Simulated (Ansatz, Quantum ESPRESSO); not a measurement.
# BaO (Fm-3m): third-order response, part 2 of 3

Wanted: vibrational spectra of BaO (Fm-3m) from linear and non-linear response.

Quantum ESPRESSO 8.0 development, patched; DFT LDA, scalar-relativistic, plane waves, PseudoDojo norm-conserving pseudopotentials.

So far. Step 2 (A first look): A gap of 1.8 eV opens on this mesh, so the crystal is taken as an insulator; the start stands at -2.1 GPa. Step 4 (Self-consistent run for the response): The cell stands at -0.009 GPa, close enough for phonons. The relaxed cell has a = 5.452 Å (conventional setting).

The database entry behind the starting cell differs from later determinations by our own check (about 0.7 % short), so it need not match the best structure at ambient conditions.

**5. Linear response at Γ**

At q = 0 one unit cell holds all displacements; symmetry groups them into irreducible representations that are solved one by one. The response to a field gives ε∞ and the Born charges, which polar modes need. Third-order response adds the Raman tensors.

ph.in reads:

```
phonons
&INPUTPH
  prefix = 'x'
  outdir = './tmp'
  fildyn = 'g.dyn'
  tr2_ph = 1.0d-18
  epsil  = .true.
  lraman = .true.
  elop   = .true.
/
0.000000000000 0.000000000000 0.000000000000
```

On the command line:

```
> OMP_NUM_THREADS=1 mpirun -n 4 ph.x -nk 4 -in ph.in > ph.out
```

The log of the run:

```text
[banners, grids, parts of the stress and lines that vanish by symmetry left out]
[banner, memory and clock lines left out]
Program PHONON v.8.0dev

     Dynamical matrices for q-points given in input
     (   1q-points):
       N         xq(1)         xq(2)         xq(3)
       1   0.000000000   0.000000000   0.000000000

     ./tmp/x.save/

     IMPORTANT: XC functional enforced from input :
     Exchange-correlation= PW
                           (   1   4   0   0   0   0   0)
     Any further DFT definition will be discarded
     Please, verify this is what you really want

     G-vector sticks info

     Reading collected, re-writing distributed wavefunctions in ./tmp/

     Number and degeneracy of irreps per q-point
       N         xq(1)         xq(2)         xq(3)   N irreps
       1   0.000000000   0.000000000   0.000000000       2
        3   3

     Calculation of q =    0.0000000   0.0000000   0.0000000

     phonons

     bravais-lattice index     =            0
     lattice parameter (alat)  =       7.2851  a.u.
     unit-cell volume          =     273.3910 (a.u.)^3
     number of atoms/cell      =            2
     number of atomic types    =            2
     kinetic-energy cut-off    =      84.0000  Ry
     charge density cut-off    =     336.0000  Ry
     convergence threshold     =      1.0E-18
     beta                      =       0.7000
     number of iterations used =            4
     Exchange-correlation= PW
                           (   1   4   0   0   0   0   0)

     celldm(1)=    7.28506  celldm(2)=    0.00000  celldm(3)=    0.00000
     celldm(4)=    0.00000  celldm(5)=    0.00000  celldm(6)=    0.00000

     crystal axes: (cart. coord. in units of alat)
               a(1) = ( -0.7071  0.0000  0.7071 )
               a(2) = (  0.0000  0.7071  0.7071 )
               a(3) = ( -0.7071  0.7071  0.0000 )

     reciprocal axes: (cart. coord. in units 2 pi/alat)
               b(1) = ( -0.7071 -0.7071  0.7071 )
               b(2) = (  0.7071  0.7071  0.7071 )
               b(3) = ( -0.7071  0.7071 -0.7071 )

     Atoms inside the unit cell:

     Cartesian axes

     site n.  atom      mass           positions (alat units)
        1  Ba    137.3270   tau(    1) = (    0.00000    0.00000    0.00000  )
        2  O      15.9990   tau(    2) = (   -0.70711    0.70711    0.70711  )

     Computing dynamical matrix for
                    q = (   0.0000000   0.0000000   0.0000000 )

     49 Sym.Ops. (with q -> -q+G )

     G cutoff =  451.6954  (  28475 G-vectors)     FFT grid: ( 45, 45, 45)
     number of k points=    72
                       cart. coord. in units 2pi/alat
        k(    1) = (   0.0000000   0.0000000   0.0000000), wk =   0.0011574
        k(    2) = (  -0.0589256   0.0589256  -0.0589256), wk =   0.0092593
        k(    3) = (  -0.1178511   0.1178511  -0.1178511), wk =   0.0092593
        [... further k-points left out ...]

     PseudoPot. # 1 for Ba read from file:
     ./pseudo/Ba.upf
     Pseudo is Norm-conserving + core correction, Zval = 10.0

     PseudoPot. # 2 for O  read from file:
     ./pseudo/O.upf
     Pseudo is Norm-conserving + core correction, Zval =  6.0

     Mode symmetry, O_h (m-3m)  point group:

     Electric field:
     Dielectric constant
     Born effective charges as d Force / d E
     Raman tensor
     Electro-optic tensor

     Atomic displacements:
     There are    2 irreducible representations

     Representation     1      3 modes -  To be done

     Representation     2      3 modes -  To be done

     Alpha used in Ewald sum =   2.8000

     Electric Fields Calculation

     The passes end when |ddv_scf|^2 is under  6.1E-20 (on this mesh; tr2_ph alone asks  1.0E-18)

      iter #   1   av.it.:   7.2
      thresh= 1.000E-02 alpha_mix =  0.700 |ddv_scf|^2 =  6.120E-08

      [... iterations left out ...]
      iter #   8   av.it.:  13.4
      thresh= 3.304E-10 alpha_mix =  0.700 |ddv_scf|^2 =  1.396E-20

     End of electric fields calculation

          Dielectric constant in cartesian axis

          (       4.328537343       0.000000000      -0.000000000 )
          (       0.000000000       4.328537343       0.000000000 )
          (      -0.000000000       0.000000000       4.328537343 )

          Effective charges (d Force / dE) in cartesian axis without acoustic sum rule applied (asr)

           atom    1  Ba    Mean Z*:        2.79641
      Ex  (        2.79641        0.00000        0.00000 )
      Ey  (        0.00000        2.79641       -0.00000 )
      Ez  (        0.00000       -0.00000        2.79641 )
           atom    2  O     Mean Z*:       -2.79647
      Ex  (       -2.79647        0.00000        0.00000 )
      Ey  (        0.00000       -2.79647        0.00000 )
      Ez  (        0.00000       -0.00000       -2.79647 )

          Effective charges Sum: Mean:       -0.00006
             -0.00006        0.00000        0.00000
              0.00000       -0.00006       -0.00000
              0.00000        0.00000       -0.00006

          Effective charges (d Force / dE) in cartesian axis with asr applied:
           atom    1  Ba    Mean Z*:        2.79644
      E*x (        2.79644       -0.00000       -0.00000 )
      E*y (       -0.00000        2.79644       -0.00000 )
      E*z (        0.00000       -0.00000        2.79644 )
           atom    2  O     Mean Z*:       -2.79644
      E*x (       -2.79644        0.00000        0.00000 )
      E*y (        0.00000       -2.79644        0.00000 )
      E*z (       -0.00000        0.00000       -2.79644 )

     Calling punch_plot_e
     Writing on file  drho

     Computing Pc [DH,Drho] |psi>

     Derivative coefficient:  0.001000    Threshold: 1.00E-12
     Message from routine dhdrhopsi:
     some bands at k + dk did not converge to eth_ns: the Raman tensors may be inaccurate, compare with a run at another eth_ns or dek
     Non-scf  u_k: avg # of iterations = 18.2
     Non-scf Du_k: avg # of iterations = 30.7

          Dielectric constant from finite-differences

          (       4.328555616       0.000000000      -0.000000000 )
          (       0.000000000       4.328555616       0.000000000 )
          (      -0.000000000       0.000000000       4.328555616 )

              Electro-optic tensor is defined as
            the derivative of the dielectric tensor
              with respect to one electric field
                 units are Rydberg a.u.

            to obtain the static chi^2 multiply by 1/2

            to convert to pm/Volt multiply per 2.7502

          Electro-optic tensor in cartesian axis:

          (      -0.000000000       0.000000000       0.000000000 )
          (      -0.000000000       0.000000000      -0.000000000 )
          (      -0.000000000      -0.000000000      -0.000000000 )

          (      -0.000000000       0.000000000      -0.000000000 )
          (      -0.000000000       0.000000000      -0.000000000 )
          (      -0.000000000      -0.000000000       0.000000000 )

          (      -0.000000000      -0.000000000       0.000000000 )
          (      -0.000000000      -0.000000000      -0.000000000 )
          (      -0.000000000       0.000000000       0.000000000 )

          Electro-optic tensor: contribution #   1

          (       0.000000000       0.000000000      -0.000000000 )
          (       0.000000000       0.000000000      -0.000000000 )
          (      -0.000000000      -0.000000000      -0.000000000 )

          (      -0.000000000       0.000000000      -0.000000000 )
          (      -0.000000000       0.000000000      -0.000000000 )
          (      -0.000000000      -0.000000000       0.000000000 )

          (       0.000000000      -0.000000000       0.000000000 )
          (      -0.000000000      -0.000000000      -0.000000000 )
          (       0.000000000      -0.000000000       0.000000000 )

          Electro-optic tensor: contribution #   2

          (      -0.000000000       0.000000000       0.000000000 )
          (       0.000000000       0.000000000      -0.000000000 )
          (      -0.000000000      -0.000000000       0.000000000 )

          (      -0.000000000      -0.000000000       0.000000000 )
          (       0.000000000       0.000000000       0.000000000 )
          (      -0.000000000       0.000000000      -0.000000000 )

          (       0.000000000       0.000000000      -0.000000000 )
          (      -0.000000000       0.000000000      -0.000000000 )
          (      -0.000000000       0.000000000      -0.000000000 )

     Computing Second order response

      iter #   1   av.it.:  10.4
      thresh= 1.000E-02 alpha_mix =  0.700 |ddv_scf|^2 =  4.063E-06

      [... iterations left out ...]
      iter #  10   av.it.:  13.1
      thresh= 3.619E-11 alpha_mix =  0.700 |ddv_scf|^2 =  9.659E-21

          Raman tensor (au^-1) in cartesian axis

           atom      1
          (       0.000000000      -0.000000000      -0.000000000 )
          (       0.000000000      -0.000000000      -0.000000000 )
          (       0.000000000       0.000000000      -0.000000000 )

          (       0.000000000      -0.000000000      -0.000000000 )
          (       0.000000000       0.000000000      -0.000000000 )
          (      -0.000000000      -0.000000000       0.000000000 )

          (       0.000000000       0.000000000       0.000000000 )
          (       0.000000000      -0.000000000       0.000000000 )
          (       0.000000000       0.000000000      -0.000000000 )

           atom      2
          (       0.000000000       0.000000000      -0.000000000 )
          (       0.000000000       0.000000000       0.000000000 )
          (       0.000000000      -0.000000000       0.000000000 )

          (       0.000000000       0.000000000       0.000000000 )
          (       0.000000000       0.000000000       0.000000000 )
          (       0.000000000       0.000000000       0.000000000 )

          (       0.000000000      -0.000000000      -0.000000000 )
          (      -0.000000000      -0.000000000      -0.000000000 )
          (      -0.000000000      -0.000000000      -0.000000000 )

     Raman tensor (A^2)

     atom #    1    pol.  1
      0.147880190867E-21     -0.897377383134E-21     -0.251218155570E-21
      0.148474087216E-22     -0.194204106079E-21     -0.612307135679E-21
      0.546978537304E-21      0.489964487813E-21     -0.612307135679E-21
     atom #    1    pol.  2
      0.338520918853E-22     -0.688325868334E-21     -0.103041016528E-20
      0.223898923522E-21      0.946076883741E-21     -0.198064432346E-20
[...]
atom #    1    pol.  3
[...]
atom #    2    pol.  1
[...]
atom #    2    pol.  2
[...]
atom #    2    pol.  3
[...]
-0.220691883238E-20     -0.387933095078E-20     -0.496497347651E-21

     Representation #   1 modes #   1   2   3

     Self-consistent Calculation

     The passes end when |ddv_scf|^2 is under  6.1E-20 (on this mesh; tr2_ph alone asks  1.0E-18)

      iter #   1   av.it.:   7.3
      thresh= 1.000E-02 alpha_mix =  0.700 |ddv_scf|^2 =  4.651E-07

      [... iterations left out ...]
      iter #   8   av.it.:  13.6
      thresh= 2.513E-10 alpha_mix =  0.700 |ddv_scf|^2 =  3.179E-20

     End of self-consistent calculation

     Convergence has been achieved

     Representation #   2 modes #   4   5   6

     Self-consistent Calculation

     The passes end when |ddv_scf|^2 is under  6.1E-20 (on this mesh; tr2_ph alone asks  1.0E-18)

      iter #   1   av.it.:   7.3
      thresh= 1.000E-02 alpha_mix =  0.700 |ddv_scf|^2 =  1.680E-07

      [... iterations left out ...]
      iter #   8   av.it.:  13.4
      thresh= 1.447E-10 alpha_mix =  0.700 |ddv_scf|^2 =  1.847E-20

     End of self-consistent calculation

     Convergence has been achieved

     Number of q in the star =    1
     List of q in the star:
          1   0.000000000   0.000000000   0.000000000

          Dielectric constant in cartesian axis

          (       4.328537343       0.000000000      -0.000000000 )
          (       0.000000000       4.328537343       0.000000000 )
          (      -0.000000000       0.000000000       4.328537343 )

          Effective charges (d Force / dE) in cartesian axis without acoustic sum rule applied (asr)

           atom    1  Ba    Mean Z*:        2.79641
      Ex  (        2.79641        0.00000        0.00000 )
      Ey  (        0.00000        2.79641       -0.00000 )
      Ez  (        0.00000       -0.00000        2.79641 )
           atom    2  O     Mean Z*:       -2.79647
      Ex  (       -2.79647        0.00000        0.00000 )
      Ey  (        0.00000       -2.79647        0.00000 )
      Ez  (        0.00000       -0.00000       -2.79647 )

          Effective charges Sum: Mean:       -0.00006
             -0.00006        0.00000        0.00000
              0.00000       -0.00006       -0.00000
              0.00000        0.00000       -0.00006

          Effective charges (d Force / dE) in cartesian axis with asr applied:
           atom    1  Ba    Mean Z*:        2.79644
      E*x (        2.79644       -0.00000       -0.00000 )
      E*y (       -0.00000        2.79644       -0.00000 )
      E*z (        0.00000       -0.00000        2.79644 )
           atom    2  O     Mean Z*:       -2.79644
      E*x (       -2.79644        0.00000        0.00000 )
      E*y (        0.00000       -2.79644        0.00000 )
      E*z (       -0.00000        0.00000       -2.79644 )

     Diagonalizing the dynamical matrix

     q = (    0.000000000   0.000000000   0.000000000 )

 **************************************************************************
     freq (    1) =       0.021478 [THz] =       0.716415 [cm-1]
     freq (    2) =       0.021478 [THz] =       0.716415 [cm-1]
     freq (    3) =       0.021478 [THz] =       0.716415 [cm-1]
     freq (    4) =       2.935438 [THz] =      97.915673 [cm-1]
     freq (    5) =       2.935438 [THz] =      97.915673 [cm-1]
     freq (    6) =       2.935438 [THz] =      97.915673 [cm-1]
 **************************************************************************

     Mode symmetry, O_h (m-3m)  point group:

     freq (   1-   3) =          0.7  [cm-1]   --> T_1u G_15  G_4- I
     freq (   4-   6) =         97.9  [cm-1]   --> T_1u G_15  G_4- I
```

Run time: 13 min. Hardware: 4 MPI ranks of Arm Neoverse V2, shared host.

This step gave:

| Item | Value |
| --- | --- |
| miss of the charge sum rule | 6.00e-5 e |
| largest acoustic frequency at the zone centre before the sum rule | 0.72 cm⁻¹ |
| highest optical zone-centre mode (no LO-TO term) | 97.92 cm⁻¹ |
| lowest optical zone-centre mode | 97.92 cm⁻¹ |
| mean high-frequency dielectric constant | 4.329 |
| largest Born charge in size (third of the trace) | 2.796 e |

Born charge (rows field, columns displacement), before the sum rule (e), principal values of the symmetric part by kind of site:

| atom | atoms with these values | low | middle | high | mean |
| --- | --- | --- | --- | --- | --- |
| Ba1 | 1 | 2.80 | 2.80 | 2.80 | 2.80 |
| O2 | 1 | -2.80 | -2.80 | -2.80 | -2.80 |

In full for Ba1:

```
2.80 0.00 0.00
0.00 2.80 0.00
0.00 0.00 2.80
```

High-frequency dielectric tensor:

```
4.33 0.00 0.00
0.00 4.33 0.00
0.00 0.00 4.33
```

The acoustic modes at Γ come out as far as 0.7 cm⁻¹ from zero, where they should vanish, a small numerical error; the Born charges miss their sum rule by 6.0e-5 e, which is good.

**6. Zone-centre analysis**

A rigid shift of the crystal must cost nothing, but grids and finite bases break this; the acoustic sum rule is imposed before the matrix is diagonalised again. With Born charges the intensities follow, and the static dielectric tensor.

dynmat.in reads:

```
&INPUT
  fildyn = 'g.dyn'
  asr    = 'simple'
  fileig = 'dynmat.eig'
  lperm  = .true.
/
```

On the command line:

```
> dynmat.x -in dynmat.in > dynmat.out
```

The log of the run:

```text
[banner, memory and clock lines left out]
Program DYNMAT v.8.0dev

     Reading Dynamical Matrix from file g.dyn
     ...Force constants read
     ...epsilon and Z* read
     ...Raman cross sections read
     A direction for q was not specified:TO-LO splitting will be absent

     Polarizability (A^3 units)
     multiply by 0.474043 for Clausius-Mossotti correction (not under assume_isolated = 'mt')
        10.730776    0.000000   -0.000000
         0.000000   10.730776    0.000000
        -0.000000    0.000000   10.730776

     IR activities are in (D/A)^2/amu units

# mode   [cm-1]    [THz]      IR
    1     -0.00   -0.0000    0.0000
    2      0.00    0.0000    0.0000
    3      0.00    0.0000    0.0000
    4     97.89    2.9348   12.5906
    5     97.89    2.9348   12.5906
    6     97.89    2.9348   12.5906

Electronic dielectric permittivity tensor (relative, adimensional)
         4.328537    0.000000   -0.000000
         0.000000    4.328537    0.000000
        -0.000000    0.000000    4.328537

 ... with zone-center polar mode contributions
        73.494819    0.000000    0.000000
         0.000000   73.494819    0.000000
         0.000000    0.000000   73.494819
```

Run time: 0.52 s. Hardware: 1 thread.

Numbers from this step:

* highest optical zone-centre mode (no LO-TO term): 97.89 cm⁻¹
* lowest optical zone-centre mode: 97.89 cm⁻¹
* mean static dielectric constant: 73.49

Unit eigenvectors of the mass-weighted matrix after the sum rule; no LO-TO term. The modes at Γ (shares of kinetic energy by element, %):

```csv
mode,frequency (cm⁻¹),symmetry,Ba %,O %
1,0.0,acoustic,90,10
2,0.0,acoustic,90,10
3,0.0,acoustic,90,10
4,97.9,T1u,10,90
5,97.9,T1u,10,90
6,97.9,T1u,10,90
```

Displacements in mode 5 (97.9 cm⁻¹), the largest set to 1:
```
Ba1  0.00  0.00 -0.12
O2   0.00  0.00  1.00
```

Degenerate modes summed, no LO-TO term. Infrared lines, with heights relative to the strongest:

| position (cm⁻¹) | lines merged | label | IR intensity, relative |
| --- | --- | --- | --- |
| 98 | 3 | T1u | 100 |

Static dielectric tensor (ions relaxed, fixed cell):

```
73.49  0.00  0.00
 0.00 73.49  0.00
 0.00  0.00 73.49
```

The rule moves no optical mode by more than 0.1 cm⁻¹.

**7. Sum rules set otherwise (asr crystal)**

The rule can be imposed in more than one way; the choices should agree where the raw error is small.

dynmat.in reads:

```
&INPUT
  fildyn = 'g.dyn'
  asr    = 'crystal'
  fileig = 'dynmat.eig'
  lperm  = .true.
/
```

On the command line:

```
> dynmat.x -in dynmat.in > dynmat.out
```

The log of the run:

```text
[banner, memory and clock lines left out]
Program DYNMAT v.8.0dev

     Reading Dynamical Matrix from file g.dyn
     ...Force constants read
     ...epsilon and Z* read
     ...Raman cross sections read
     Acoustic Sum Rule: || Z*(ASR) - Z*(orig)|| =    6.849568E-05
     Acoustic Sum Rule: ||dyn(ASR) - dyn(orig)||=    8.182666E-06
     A direction for q was not specified:TO-LO splitting will be absent

     Polarizability (A^3 units)
     multiply by 0.474043 for Clausius-Mossotti correction (not under assume_isolated = 'mt')
        10.730776    0.000000   -0.000000
         0.000000   10.730776    0.000000
        -0.000000    0.000000   10.730776

     IR activities are in (D/A)^2/amu units

# mode   [cm-1]    [THz]      IR
    1     -0.00   -0.0000    0.0000
    2     -0.00   -0.0000    0.0000
    3      0.00    0.0000    0.0000
    4     97.90    2.9350   12.5906
    5     97.90    2.9350   12.5906
    6     97.90    2.9350   12.5906

Electronic dielectric permittivity tensor (relative, adimensional)
         4.328537    0.000000   -0.000000
         0.000000    4.328537    0.000000
        -0.000000    0.000000    4.328537

 ... with zone-center polar mode contributions
        73.484921   -0.000000    0.000000
        -0.000000   73.484921    0.000000
         0.000000    0.000000   73.484921
```

It took 0.51 s on 1 thread.

This step gave:

```yaml
highest_optical_zone_centre_mode_no_lo_to_term: 97.9 cm⁻¹
lowest_optical_zone_centre_mode: 97.9 cm⁻¹
mean_static_dielectric_constant: 73.48
```

Zone-centre frequencies as printed; negative means imaginary. Modes:

| mode | frequency (cm⁻¹) |
| --- | --- |
| 1 | 0 |
| 2 | 0 |
| 3 | 0 |
| 4 | 97.9 |
| 5 | 97.9 |
| 6 | 97.9 |

Against the first rule no mode moves by more than 0.1 cm⁻¹.

(Continued in part 3 of 3.)

[Host names and launcher messages were left out of these logs when they were recorded.]

[Logs are printed without paths, hosts, clocks, repeated set-up lines and the standing remarks that a program may print on its own settings, such as how far it seeks lower states.]

[Hosts, paths, dates, database ids (printed as entryN), source tags and the programs' standing remarks are cut or masked in the printed files.]
